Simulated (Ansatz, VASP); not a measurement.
# One calculation of Sc, two programs

File INCAR:

```
SYSTEM = Sc
PREC     = Accurate       ! precision mode
ENCUT    = 520            ! plane-wave cutoff, eV
EDIFF    = 1E-6           ! SCF threshold, eV
ISMEAR   = -1             ! smearing method
SIGMA    = 0.05           ! smearing width, eV
LREAL    = .FALSE.        ! projectors in reciprocal space
LASPH    = .TRUE.         ! aspherical terms in the spheres
NELM     = 60             ! most SCF steps
ALGO     = Normal         ! electronic algorithm
ISIF     = 2              ! what is computed and relaxed
LWAVE    = .FALSE.        ! write WAVECAR
LCHARG   = .FALSE.        ! write CHGCAR
GGA      = CA             ! functional
NBANDS   = 12             ! bands
```

KPOINTS

```
Automatic mesh
0
G
  17 17 17
  0 0 0
```

The input POSCAR:

```
Sc
1.0
   -1.4340651093      1.4340651093      1.4340651093
    1.4340651093     -1.4340651093      1.4340651093
    1.4340651093      1.4340651093     -1.4340651093
Sc
1
Direct
    0.0000000000      0.0000000000      0.0000000000
```

Input for Ansatz:

```yaml
crystal:
  lattice:
    - [-1.4340651093, 1.4340651093, 1.4340651093]
    - [1.4340651093, -1.4340651093, 1.4340651093]
    - [1.4340651093, 1.4340651093, -1.4340651093]
  atoms:
    - { symbol: Sc, position: [0.0, 0.0, 0.0] }
kpoints:
  mp_grid: { grid: [17, 17, 17] }
scf:
  occupations: { method: fermi_dirac, width: 0.05 }
hamiltonian:
  xc: lda
  pseudopotentials: { kind: all_electron, lapw: { basis_error: 0.001 } }
output:
  forces: true
  stress: true
  eigenvalues: true
  populations: true
```

Change from the starting cell: volume scaled by 0.52, LAPW.

Alike in both runs: task single point; functional LDA; k mesh 17 × 17 × 17; occupations fermi-dirac, width 0.05 eV; no spin polarisation.

|  | VASP | Ansatz |
| --- | --- | --- |
| version | VASP 6.6.1 | Ansatz 0.2.0 |
| potentials or method | VASP PAW LDA potentials, release 64 (Sc_sv) | all-electron LAPW, scalar-relativistic |
| plane-wave cutoff (eV) | 520 | see its input |

|  | VASP | Ansatz | Ansatz less VASP |
| --- | --- | --- | --- |
| pressure (GPa) | 95.5 | 93.6 | -1.86 |

Ansatz ran all-electron here, so the differences hold the error of VASP's frozen core and of both bases.

Caveats: the cell as given lies far from equilibrium; so large a pressure means that the cell lies far from this level's equilibrium, or that cutoff or potentials fall short (VASP).
